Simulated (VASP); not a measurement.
Input of a VASP 6.6.1 run:

The input INCAR:

```
  PREC = Accurate
  ENCUT = 600
  EDIFF = 1E-6
  ISMEAR = 1
  SIGMA = 0.1
  LREAL = F
  LASPH = T
  NELM = 80
  ALGO = Normal
  ISIF = 2
  LWAVE = F
  LCHARG = T
  ISPIN = 2
  MAGMOM = 0.5
  LORBIT = 11
  METAGGA = R2SCAN
  LMIXTAU = T
  LUSE_VDW = T
  IVDW_NL = 2
  BPARAM = 11.95
  CPARAM = 0.0093
  LELF = T
  LVHAR = T
```

File KPOINTS:

```
Automatic mesh
0
Gamma
  12 12 12
```

Contents of POSCAR:

```
Zn
2.6627
    0.000000000000      0.707106826980      0.707106826980
    0.707106826980      0.000000000000      0.707106826980
    0.707106826980      0.707106826980      0.000000000000
Zn
1
Direct
    0.0000000000      0.0000000000      0.0000000000
```

Potentials or basis: VASP PAW PBE potentials, release 64 (Zn_sv_GW).

Run with:

```bash
$ cat potpaw_PBE.64/Zn_sv_GW/POTCAR > POTCAR
$ mpirun -np 1 vasp_std > vasp.out
```

**Question.** What does it give for the net moment?

**Answer.** 0.00 μB per cell.

**Question.** What does it give for the pressure?

**Answer.** 2.0 GPa.

**Question.** Predict the band gap on the k mesh.

**Answer.** None (metal or under the smearing width).

Caveat: the PAW data sets were made with another functional, which shifts forces and pressure a little; pairwise dispersion overbinds metals, which lowers pressure and volume.
